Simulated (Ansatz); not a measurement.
# SnO2: energy above lowest point and pressure against volume scale

Results calculated with Ansatz 0.2.0, not measured. Free energy against uniform scaling of the volume at fixed shape and fractions; periodic cell, basis, potentials, k mesh and filling as listed.

The cell before it is scaled or strained (space group P6_3/mmc, No. 194):
```
cell vectors (Å)
   3.2306     0.0000     0.0000
  -1.6153     2.7978     0.0000
   0.0000     0.0000    10.7906
atoms (fractions of the cell vectors)
Sn  0.00000  0.00000  0.50000
Sn  0.00000  0.00000  0.00000
O   0.66667  0.33333  0.40586
O   0.66667  0.33333  0.09414
O   0.33333  0.66667  0.59414
O   0.33333  0.66667  0.90586
```

Settings of every row: functional PBEsol; dispersion none; potentials PAW; wave cutoff 462.59 eV; density cutoff 1850.4 eV; k mesh 12x12x2; k shift 0x0x0; occupations fixed; smearing width 0 eV; spin none.

Limits: the cell comes from a prototype or a list of computed structures and needn't be the stable phase.

```
row  volume scale  V (Å³/atom)  energy above lowest point (meV/atom)  pressure (GPa)
  1          0.94        15.28                                   5.2            4.17
  2          0.96       15.605                                     0               1
  3          0.98        15.93                                   0.9           -1.81
  4             1       16.255                                   7.2           -4.31
  5          1.02        16.58                                     ?               ?
  6          1.04       16.905                                  33.5           -8.49
  7          1.06       17.231                                  52.5          -10.23
```

Question: what energy above lowest point and pressure should row 5 give?

Worked fit of energy above lowest point. Take u = (V_r/V)^(2/3) − 1 with V_r = 16.093 Å³ an atom, which is twice the finite (Eulerian) strain; such expansions in the strain, on which the Birch-Murnaghan equation of state is built, carry the rest volume and the bulk modulus. The shown rows have u = 0.03516, 0.02074, 0.00681, -0.00666, -0.03228, -0.04453. Least squares give energy above lowest point = 3.43 − 470.5 × u + 14536 × u² + 7926 × u³ meV/atom; a parabola predicts inner rows, each left out in turn, worse (root mean square 0.15 against 0.01 meV/atom). All shown rows lie on it to the printed digit. Its lowest point lies at u = 0.0160, or V = 15.71 Å³ an atom, and the curvature there gives the bulk modulus at fixed shape and fractions, B = (4/9)(1 + u)² E″(u)/V = 140 GPa. Letting shape and atoms relax would as a rule lower it, by much in layered, chain or molecular crystals. The withheld row has u = -0.01968, so the fit gives 3.43 − 470.5 × (-0.01968) + 14536 × (-0.01968)² + 7926 × (-0.01968)³ = 18.3 meV/atom.

The calculation gave 18.2 meV/atom. The fit lies 0.1 meV/atom (0.19 % of the column's range) above it, one unit of the last digit.

Worked fit of pressure. Take u = (V_r/V)^(2/3) − 1 with V_r = 16.093 Å³ an atom, which is twice the finite (Eulerian) strain; such expansions in the strain, on which the Birch-Murnaghan equation of state is built, carry the rest volume and the bulk modulus. The shown rows have u = 0.03516, 0.02074, 0.00681, -0.00666, -0.03228, -0.04453. Least squares give pressure = −3.102 + 185.43 × u + 590.6 × u² + 484 × u³ GPa; a parabola predicts inner rows, each left out in turn, worse (root mean square 0.0094 against 0.0037 GPa). All shown rows lie on it to the printed digit. The pressure vanishes at u = 0.0159, or V = 15.72 Å³ an atom, and there the bulk modulus at fixed shape and fractions is B = −V dP/dV = (2/3)(1 + u) dP/du = 139 GPa. Letting shape and atoms relax would as a rule lower it, by much in layered, chain or molecular crystals. The withheld row has u = -0.01968, so the fit gives −3.102 + 185.43 × (-0.01968) + 590.6 × (-0.01968)² + 484 × (-0.01968)³ = -6.53 GPa.

The calculation gave -6.53 GPa. The fit meets it to the printed digit.
